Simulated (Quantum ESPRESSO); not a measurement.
# Sb (Fm-3m) in Quantum ESPRESSO: notebook

Runs on Sb. Level: LDA. Tasks: single point, equation of state.

Everything below comes from runs of Quantum ESPRESSO 7.5. Logs are shortened: lines on timing, memory, paths and dates and some standing lists are left out, and cuts for length are marked.

**1. Starting point**

It takes space group Fm-3m (No. 225, cubic). The conventional cell has a = 4.742 Å, b = 4.742 Å, c = 4.742 Å, α = 90.00°, β = 90.00°, γ = 90.00°. Sb (site symmetry m-3m) is surrounded by 12 Sb at 3.35 Å.

This isn't the form of Sb at room conditions, which is rhombohedral.

**2. Single point, LDA, 25.07 Å³/atom**

Contents of pw.in:

```
&CONTROL
  calculation = 'scf'
  prefix = 'pwscf'
  outdir = './tmp'
  pseudo_dir = './pseudo'
  tstress = .true.
  disk_io = 'nowf'
/
&SYSTEM
  ibrav = 0
  nat = 1
  ntyp = 1
  ecutwfc = 45
  ecutrho = 360
  nbnd = 13
  occupations = 'smearing'
  smearing = 'fd'
  degauss = 0.00367493
/
&ELECTRONS
  conv_thr = 2d-10
  electron_maxstep = 120
  mixing_beta = 0.5
/
ATOMIC_SPECIES
Sb   121.7600 sb_lda_v1.4.uspp.F.UPF
CELL_PARAMETERS angstrom
   0.0000000000    2.3228362346    2.3228362346
   2.3228362346    0.0000000000    2.3228362346
   2.3228362346    2.3228362346    0.0000000000
ATOMIC_POSITIONS crystal
Sb     0.0000000000    0.0000000000    0.0000000000
K_POINTS automatic
10 10 10 0 0 0
```

Potentials or basis: GBRV 1.5 LDA.

Run with:

```console
OMP_NUM_THREADS=1 mpirun -n 2 pw.x -nk 2 -in pw.in > pw.out
```

pw.out:

```text
This program is part of the open-source Quantum ESPRESSO suite
     for quantum simulation of materials; please cite
         "P. Giannozzi et al., J. Phys.:Condens. Matter 21 395502 (2009);
         "P. Giannozzi et al., J. Phys.:Condens. Matter 29 465901 (2017);
         "P. Giannozzi et al., J. Chem. Phys. 152 154105 (2020);
     in publications or presentations arising from this work. More details at

     Message from routine setup:
     using ibrav=0 with symmetry is DISCOURAGED, use correct ibrav instead

     K-points division:     npool     =       2
     Subspace diagonalization in iterative solution of the eigenvalue problem:
     a serial algorithm will be used

     G-vector sticks info
     --------------------
     sticks:   dense  smooth     PW     G-vecs:    dense   smooth      PW
     Sum         955     475    151                19579     6855    1243

     Using Slab Decomposition

     bravais-lattice index     =            0
     lattice parameter (alat)  =       6.2077  a.u.
     unit-cell volume          =     169.1540 (a.u.)^3
     number of atoms/cell      =            1
     number of atomic types    =            1
     number of electrons       =        15.00
     number of Kohn-Sham states=           13
     kinetic-energy cutoff     =      45.0000  Ry
     charge density cutoff     =     360.0000  Ry
     scf convergence threshold =      2.0E-10
     mixing beta               =       0.5000
     number of iterations used =            8  plain     mixing
     Exchange-correlation=  SLA  PZ   NOGX NOGC
                           (   1   1   0   0   0   0   0)

     celldm(1)=   6.207725  celldm(2)=   0.000000  celldm(3)=   0.000000
     celldm(4)=   0.000000  celldm(5)=   0.000000  celldm(6)=   0.000000

     crystal axes: (cart. coord. in units of alat)
               a(1) = (   0.000000   0.707107   0.707107 )
               a(2) = (   0.707107   0.000000   0.707107 )
               a(3) = (   0.707107   0.707107   0.000000 )

     reciprocal axes: (cart. coord. in units 2 pi/alat)
               b(1) = ( -0.707107  0.707107  0.707107 )
               b(2) = (  0.707107 -0.707107  0.707107 )
               b(3) = (  0.707107  0.707107 -0.707107 )

     PseudoPot. # 1 for Sb read from file:
     sb_lda_v1.4.uspp.F.UPF
     Pseudo is Ultrasoft + core correction, Zval = 15.0
     Generated by new atomic code, or converted to UPF format
     Using radial grid of  891 points,  6 beta functions with:
                l(1) =   0
                l(2) =   0
                l(3) =   1
                l(4) =   1
                l(5) =   2
                l(6) =   2
     Q(r) pseudized with  8 coefficients,  rinner =    1.350   1.350   1.350
                                                       1.350   1.350

     atomic species   valence    mass     pseudopotential
     Sb               15.00   121.76000     Sb( 1.00)

     48 Sym. Ops., with inversion, found

   Cartesian axes

     site n.     atom                  positions (alat units)
         1        Sb     tau(   1) = (   0.0000000   0.0000000   0.0000000  )

     number of k points=    47  Fermi-Dirac smearing, width (Ry)=  0.0037
                       cart. coord. in units 2pi/alat
        k(    1) = (   0.0000000   0.0000000   0.0000000), wk =   0.0020000
        k(    2) = (   0.0707107   0.0707107  -0.0707107), wk =   0.0160000
        k(    3) = (   0.1414214   0.1414214  -0.1414214), wk =   0.0160000
        k(    4) = (   0.2121320   0.2121320  -0.2121320), wk =   0.0160000
        k(    5) = (   0.2828427   0.2828427  -0.2828427), wk =   0.0160000
        k(    6) = (  -0.3535534  -0.3535534   0.3535534), wk =   0.0080000
[... 39 lines left out ...]
        k(   46) = (  -0.0707107  -0.3535534   0.6363961), wk =   0.0480000
        k(   47) = (  -0.7071068   0.2828427   0.0000000), wk =   0.0240000

     Dense  grid:    19579 G-vectors     FFT dimensions: (  40,  40,  40)

     Smooth grid:     6855 G-vectors     FFT dimensions: (  27,  27,  27)

     Check: negative core charge=   -0.000002

     Initial potential from superposition of free atoms

     starting charge      14.0000, renormalised to      15.0000
     Starting wfcs are    9 randomized atomic wfcs +    4 random wfcs

     Self-consistent Calculation

     iteration #  1     ecut=    45.00 Ry     beta= 0.50
     Davidson diagonalization with overlap
     ethr =  1.00E-02,  avg # of iterations =  5.6

     total energy              =    -184.34873863 Ry
     estimated scf accuracy    <       0.98852900 Ry

     iteration #  2     ecut=    45.00 Ry     beta= 0.50
     Davidson diagonalization with overlap
     ethr =  6.59E-03,  avg # of iterations =  2.0
[... 36 lines left out ...]
     total energy              =    -184.54737009 Ry
     estimated scf accuracy    <          1.6E-09 Ry

     iteration #  8     ecut=    45.00 Ry     beta= 0.50
     Davidson diagonalization with overlap
     ethr =  1.06E-11,  avg # of iterations =  2.0

     End of self-consistent calculation

          k = 0.0000 0.0000 0.0000 (   869 PWs)   bands (ev):

   -16.4993 -16.4993 -16.4993 -16.4480 -16.4480  -0.8300  18.4623  18.4623
    18.4623  23.3145  23.6398  23.6398  23.6398

          k = 0.0707 0.0707-0.0707 (   881 PWs)   bands (ev):

   -16.4982 -16.4941 -16.4941 -16.4477 -16.4477  -0.6191  16.6359  18.1877
    18.1877  22.1645  24.1241  24.1241  25.7818

          k = 0.1414 0.1414-0.1414 (   875 PWs)   bands (ev):
[... 131 lines left out ...]
   -16.5425 -16.5023 -16.4060 -16.3913 -16.3870   4.5995   8.1913  12.0030
    13.3128  17.4322  18.9159  31.4959  32.2870

          k = 0.0000-0.5657 0.5657 (   862 PWs)   bands (ev):

   -16.5278 -16.4881 -16.4135 -16.4046 -16.3931   5.1561   8.0440  10.1374
    13.6673  17.7265  21.6917  30.6221  30.6331

          k =-0.7071 0.0000 0.0000 (   846 PWs)   bands (ev):

   -16.5511 -16.5081 -16.4000 -16.3827 -16.3827   5.0884   7.4251  13.0910
    13.0910  17.0499  17.5079  33.3681  34.4521

          k = 0.2828 0.1414 0.0000 (   864 PWs)   bands (ev):

   -16.5065 -16.4757 -16.4611 -16.4573 -16.4237   0.5679  13.3789  14.4826
    17.1062  21.2977  21.8769  25.4015  26.4784

          k = 0.3536 0.2121-0.0707 (   859 PWs)   bands (ev):

   -16.5000 -16.4807 -16.4614 -16.4389 -16.4092   1.5873  10.8215  13.6326
    16.2456  21.0050  22.7928  24.5685  26.5889

          k =-0.2828-0.4243 0.5657 (   867 PWs)   bands (ev):
[... 41 lines left out ...]
   -16.5173 -16.4866 -16.4261 -16.4114 -16.3884   4.8344   8.4844  10.4807
    12.5978  19.3054  21.8612  27.4409  29.9202

          k =-0.0000-0.4243 0.5657 (   859 PWs)   bands (ev):

   -16.5049 -16.4617 -16.4425 -16.4267 -16.3956   4.9063   8.9519   9.1515
    13.1667  19.8161  24.9092  26.5445  27.0429

          k =-0.7071 0.1414 0.0000 (   854 PWs)   bands (ev):

   -16.5356 -16.5004 -16.4071 -16.3993 -16.3827   5.1744   7.7353  11.8970
    12.1781  18.6683  19.1829  30.5444  30.9061

          k =-0.1414-0.4243 0.7071 (   872 PWs)   bands (ev):

   -16.4920 -16.4856 -16.4478 -16.4161 -16.3951   4.3055   9.1804  10.3965
    12.4296  21.6402  22.6738  24.6546  29.2200

          k =-0.0707-0.3536 0.6364 (   864 PWs)   bands (ev):

   -16.4878 -16.4711 -16.4559 -16.4266 -16.3886   5.0066   8.6571   9.9559
    11.9159  21.8858  23.8044  25.3175  26.4378

          k =-0.7071 0.2828 0.0000 (   876 PWs)   bands (ev):

   -16.4944 -16.4847 -16.4424 -16.4221 -16.3829   5.3283   8.6470  10.0960
    11.1885  21.6714  22.4322  26.3028  26.7779

     the Fermi energy is    12.6815 ev

!    total energy              =    -184.54737009 Ry
     estimated scf accuracy    <          1.5E-11 Ry
     smearing contrib. (-TS)   =      -0.00049386 Ry
     internal energy E=F+TS    =    -184.54687623 Ry

     The total energy is F=E-TS. E is the sum of the following terms:
     one-electron contribution =     -66.77950613 Ry
     hartree contribution      =      43.18062928 Ry
     xc contribution           =     -43.44164875 Ry
     ewald contribution        =    -117.50635063 Ry

     convergence has been achieved in   8 iterations

     Computing stress (Cartesian axis) and pressure

          total   stress  (Ry/bohr**3)                   (kbar)     P=       16.10
   0.00010941  -0.00000000  -0.00000000           16.10       -0.00       -0.00
  -0.00000000   0.00010941   0.00000000           -0.00       16.10        0.00
  -0.00000000   0.00000000   0.00010941           -0.00        0.00       16.10

=------------------------------------------------------------------------------=
   JOB DONE.
=------------------------------------------------------------------------------=
```

Wall time 9.6 s (2 MPI ranks of Intel Xeon Platinum 8259CL at 2.50GHz (Skylake/Cascade Lake), shared host); peak memory 0.16 GiB.

Results:

```
Free energy            : -2510.8949 eV
Pressure               : 1.6 GPa
Band gap on the k mesh : none (metal or under the smearing width)
```

**3. Single point, LDA, 25.60 Å³/atom**

Changes to pw.in since step 2:

```diff
@@ -27,5 +27,5 @@
 CELL_PARAMETERS angstrom
-   0.0000000000    2.3228362346    2.3228362346
-   2.3228362346    0.0000000000    2.3228362346
-   2.3228362346    2.3228362346    0.0000000000
+   0.0000000000    2.3391947752    2.3391947752
+   2.3391947752    0.0000000000    2.3391947752
+   2.3391947752    2.3391947752    0.0000000000
 ATOMIC_POSITIONS crystal
```

Potentials or basis: GBRV 1.5 LDA.

Run with:

```console
OMP_NUM_THREADS=1 mpirun -n 2 pw.x -nk 2 -in pw.in > pw.out
```

Run time: 8.8 s. Hardware: 2 MPI ranks of Intel Xeon Platinum 8259CL at 2.50GHz (Skylake/Cascade Lake), shared host; peak memory 0.16 GiB.

It converged, with:

- Free energy: -2510.8987 eV
- Pressure: 0.1 GPa
- Band gap on the k mesh: none (metal or under the smearing width)

**4. Single point, LDA, 26.13 Å³/atom**

Changes to pw.in since step 3:

```diff
@@ -27,5 +27,5 @@
 CELL_PARAMETERS angstrom
-   0.0000000000    2.3391947752    2.3391947752
-   2.3391947752    0.0000000000    2.3391947752
-   2.3391947752    2.3391947752    0.0000000000
+   0.0000000000    2.3553276627    2.3553276627
+   2.3553276627    0.0000000000    2.3553276627
+   2.3553276627    2.3553276627    0.0000000000
 ATOMIC_POSITIONS crystal
```

Run with:

```console
OMP_NUM_THREADS=1 mpirun -n 2 pw.x -nk 2 -in pw.in > pw.out
```

Run time: 12 s. Hardware: 2 MPI ranks of Intel Xeon Platinum 8259CL at 2.50GHz (Skylake/Cascade Lake), shared host; peak memory 0.18 GiB.

Results (log left out):

```
Free energy            : -2510.8977 eV
Pressure               : -1.2 GPa
Band gap on the k mesh : none (metal or under the smearing width)
```

**5. Single point, LDA, 26.67 Å³/atom**

Changes to pw.in since step 4:

```diff
@@ -27,5 +27,5 @@
 CELL_PARAMETERS angstrom
-   0.0000000000    2.3553276627    2.3553276627
-   2.3553276627    0.0000000000    2.3553276627
-   2.3553276627    2.3553276627    0.0000000000
+   0.0000000000    2.3712425216    2.3712425216
+   2.3712425216    0.0000000000    2.3712425216
+   2.3712425216    2.3712425216    0.0000000000
 ATOMIC_POSITIONS crystal
```

Run with:

```console
OMP_NUM_THREADS=1 mpirun -n 2 pw.x -nk 2 -in pw.in > pw.out
```

Run time: 8.7 s. Hardware: 2 MPI ranks of Intel Xeon Platinum 8259CL at 2.50GHz (Skylake/Cascade Lake), shared host; peak memory 0.18 GiB.

The run converged. Its results:

| Item | Value |
| --- | --- |
| Free energy | -2510.8926 eV |
| Pressure | -2.4 GPa |
| Band gap on the k mesh | none (metal or under the smearing width) |

**6. Single point, LDA, 27.20 Å³/atom**

Changes to pw.in since step 5:

```diff
@@ -27,5 +27,5 @@
 CELL_PARAMETERS angstrom
-   0.0000000000    2.3712425216    2.3712425216
-   2.3712425216    0.0000000000    2.3712425216
-   2.3712425216    2.3712425216    0.0000000000
+   0.0000000000    2.3869465721    2.3869465721
+   2.3869465721    0.0000000000    2.3869465721
+   2.3869465721    2.3869465721    0.0000000000
 ATOMIC_POSITIONS crystal
```

Potentials or basis: GBRV 1.5 LDA.

Run with:

```console
OMP_NUM_THREADS=1 mpirun -n 2 pw.x -nk 2 -in pw.in > pw.out
```

It took 9.6 s on 2 MPI ranks of Intel Xeon Platinum 8259CL at 2.50GHz (Skylake/Cascade Lake), shared host; peak memory 0.18 GiB.

It converged, with:

* Free energy: -2510.8835 eV
* Pressure: -3.6 GPa
* Band gap on the k mesh: none (metal or under the smearing width)

**7. Single point, LDA, 27.73 Å³/atom**

Changes to pw.in since step 6:

```diff
@@ -27,5 +27,5 @@
 CELL_PARAMETERS angstrom
-   0.0000000000    2.3869465721    2.3869465721
-   2.3869465721    0.0000000000    2.3869465721
-   2.3869465721    2.3869465721    0.0000000000
+   0.0000000000    2.4024466595    2.4024466595
+   2.4024466595    0.0000000000    2.4024466595
+   2.4024466595    2.4024466595    0.0000000000
 ATOMIC_POSITIONS crystal
```

Run with:

```console
OMP_NUM_THREADS=1 mpirun -n 2 pw.x -nk 2 -in pw.in > pw.out
```

Run time: 8.7 s. Hardware: 2 MPI ranks of Intel Xeon Platinum 8259CL at 2.50GHz (Skylake/Cascade Lake), shared host; peak memory 0.18 GiB.

It converged, with:

```yaml
Free_energy: -2510.8708 eV
Pressure: -4.6 GPa
Band_gap_on_the_k_mesh: none (metal or under the smearing width)
```

**8. Single point, LDA, 28.27 Å³/atom**

Changes to pw.in since step 7:

```diff
@@ -27,5 +27,5 @@
 CELL_PARAMETERS angstrom
-   0.0000000000    2.4024466595    2.4024466595
-   2.4024466595    0.0000000000    2.4024466595
-   2.4024466595    2.4024466595    0.0000000000
+   0.0000000000    2.4177492801    2.4177492801
+   2.4177492801    0.0000000000    2.4177492801
+   2.4177492801    2.4177492801    0.0000000000
 ATOMIC_POSITIONS crystal
```

Run with:

```console
OMP_NUM_THREADS=1 mpirun -n 2 pw.x -nk 2 -in pw.in > pw.out
```

It took 8.6 s on 2 MPI ranks of Intel Xeon Platinum 8259CL at 2.50GHz (Skylake/Cascade Lake), shared host; peak memory 0.18 GiB.

Results (log left out):

- Free energy: -2510.8547 eV
- Pressure: -5.5 GPa
- Band gap on the k mesh: none (metal or under the smearing width)

**9. Equation of state, LDA**

Potentials or basis: GBRV 1.5 LDA.

This step only gathers the single runs of the series.

What came out:

* Equilibrium volume: 25.76 Å³/atom
* Bulk modulus: 66 GPa
* Pressure derivative of the bulk modulus: 3.2

Energy against volume, from the lowest point:
```csv
volume (Å³/atom),energy (meV/atom)
25.066,3.82
25.599,0.00
26.133,0.97
26.666,6.09
27.199,15.25
27.733,27.94
28.266,44.00
```
